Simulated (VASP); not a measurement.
A run of VASP 6.6.1 is set up as follows.

Contents of INCAR:

```
  PREC = Accurate
  ENCUT = 600
  EDIFF = 1E-7
  ISMEAR = 0
  SIGMA = 0.03
  LREAL = False
  LASPH = True
  NELM = 80
  ALGO = Normal
  ISIF = 3
  LWAVE = False
  LCHARG = False
  GGA = PE
  IBRION = 2
  NSW = 90
  EDIFFG = -0.005
  PSTRESS = 12.0
```

KPOINTS

```
regular mesh
0
Gamma
  9 9 5
```

File POSCAR:

```
SnS2                                    
1.0
    3.6814780836     -0.0000000000     -0.0000000000
   -1.8407390418      3.1882535439      0.0000000000
   -0.0000000000     -0.0000000000      6.0616307859
  Sn              S             
     1     2
Direct
     0.0000000000000000    1.0000000000000000    0.0000000000000000
     0.3333333332999970    0.6666666667000030    0.2440109079056101
     0.6666666667000030    0.3333333332999970    0.7559890920943899
```

Potentials or basis: VASP PAW PBE potentials, release 64 (Sn_d, S).

Run with:

```sh
$ cat potpaw_PBE.64/Sn_d/POTCAR potpaw_PBE.64/S/POTCAR > POTCAR
$ mpirun -np 1 vasp_std > vasp.out
```

Question: Predict the relaxed cell.

Answer: a = 3.683 Å, b = 3.683 Å, c = 6.062 Å, α = 90.00°, β = 90.00°, γ = 120.00°.

Question: What does it give for the space group after relaxing (to 0.05 Å)?

Answer: P-3m1 (No. 164).

Question: Estimate the relaxed volume.

Answer: 23.74 Å³/atom.

Final structure:
```cif
data_structure
_symmetry_space_group_name_H-M 'P 1'
_symmetry_Int_Tables_number 1
_cell_length_a 3.6834
_cell_length_b 3.6834
_cell_length_c 6.0622
_cell_angle_alpha 90.000
_cell_angle_beta 90.000
_cell_angle_gamma 120.000
_cell_volume 71.23
loop_
_atom_site_label
_atom_site_type_symbol
_atom_site_fract_x
_atom_site_fract_y
_atom_site_fract_z
_atom_site_occupancy
Sn1 Sn 0.00000 0.00000 0.00000 1
S1 S 0.33333 0.66667 0.24386 1
S2 S 0.66667 0.33333 0.75614 1
```

Caveat: the cell is relaxed towards a set pressure, so the enthalpy falls and the energy may rise; this functional lacks dispersion, which binds the layers, so the pressure and a relaxed spacing across them are unreliable.
